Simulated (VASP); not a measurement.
Here is a VASP 6.6.1 calculation.

POSCAR

```
CaSe
1.0
    0.0000000000      2.9560000000      2.9560000000
    2.9560000000      0.0000000000      2.9560000000
    2.9560000000      2.9560000000      0.0000000000
Ca Se
1 1
Direct
    0.0000000000      0.0000000000      0.0000000000
    0.5000000000      0.5000000000      0.5000000000
```

Contents of INCAR.step1:

```
SYSTEM = CaSe
PREC = Accurate ; ENCUT = 440
ISMEAR = -1 ; SIGMA = 0.02
LREAL = .False. ; LASPH = .True.
NELM = 120 ; NBANDS = 15
GGA = PE ; ALGO = Normal
EDIFF = 1E-5 ; LWAVE = .True.
LCHARG = .False. ; GGA_COMPAT = .False.
```

File INCAR.step2:

```
SYSTEM = CaSe
PREC = Accurate ; ENCUT = 440
EDIFF = 1E-8 ; ISMEAR = -1
SIGMA = 0.02 ; LREAL = .False.
LASPH = .True. ; NELM = 120
ALGO = Normal ; ISIF = 2
LWAVE = .False. ; LCHARG = .False.
METAGGA = R2SCAN ; LMIXTAU = .True.
LEFG = .True. ; NBANDS = 15
ISTART = 1 ; GGA_COMPAT = .False.
```

Contents of KPOINTS:

```
Automatic mesh
0
Gamma
  7 7 7
  0 0 0
```

Potentials or basis: VASP PAW PBE potentials, release 64 (Ca_sv, Se).

The run is started by

```bash
$ cat potpaw_PBE.64/Ca_sv/POTCAR potpaw_PBE.64/Se/POTCAR > POTCAR
$ cp INCAR.step1 INCAR
$ mpirun -np 1 vasp_std > vasp.out
$ cp INCAR.step2 INCAR
$ mpirun -np 1 vasp_std > vasp.out
```

Question: What does it give for the band gap on the k mesh?

Answer: 2.55 eV (least direct gap 3.48 eV).

Question: What does it give for the pressure?

Answer: 0.8 GPa.

Caveat: the PAW data sets were made with another functional, which shifts forces and pressure a little; an odd mesh through Γ misses points on the zone boundary, where band edges can lie.

**Measured values to compare with.**

A printed reference work, monograph, original work of 1988 reports, for a bulk crystal of CaSe at 2 K: band gap 3.85 eV (indirect).

Against the measured gap of CaSe, 3.85 eV (indirect; 2 K; a printed reference work, monograph, original work of 1988), the calculated 2.55 eV is off by -1.30 eV. Spin-orbit coupling on Se is left out. The value is that of r2SCAN on a finite k mesh, which can miss the band edges, without temperature or zero-point motion.
